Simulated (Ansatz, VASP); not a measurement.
One calculation of I, two programs

```
I
1.0
     3.65911   -2.41088    0.00000
     3.65911    2.41088    0.00000
     0.00000    0.00000    9.85830
I
4
Direct
  0.64930 0.35070 0.38440
  0.14930 0.85070 0.11560
  0.35070 0.64930 0.61560
  0.85070 0.14930 0.88440
```

Change from the starting cell: volume scaled by 1.02.

Alike in both runs: task single point; functional LDA; k mesh 7 × 7 × 3; occupations fermi-dirac, width 0.05 eV; no spin polarisation.

|  | VASP | Ansatz |
| --- | --- | --- |
| version | VASP 6.6.1 | Ansatz 0.2.0 |
| potentials or method | VASP PAW LDA potentials, release 64 (I), cutoff 520 eV | all-electron LAPW, scalar-relativistic |

Ansatz gave:

| Item | Value |
| --- | --- |
| gap on the k mesh at the Fermi level (eV) | 1.20 |
| least direct gap on the mesh (eV) | 1.27 |
| pressure (GPa) | -1.3 |
| largest component of the traceless stress (GPa) | 0.50 |
| rms of the force components (eV/Å) | 0.323 |

**Question.** Estimate VASP's values.

**Answer.** gap on the k mesh at the Fermi level (eV): 1.19; least direct gap on the mesh (eV): 1.26; pressure (GPa): -1.3; largest component of the traceless stress (GPa): 0.50; rms of the force components (eV/Å): 0.324.

Atom by atom the forces differ by 0.001 eV/Å (rms over components). Ansatz ran all-electron here, so the differences hold the error of VASP's frozen core and of both bases.

Caveats: spin-orbit coupling is left out, which moves the levels of the heavy elements; an odd mesh through Γ misses points on the zone boundary, where band edges often lie.
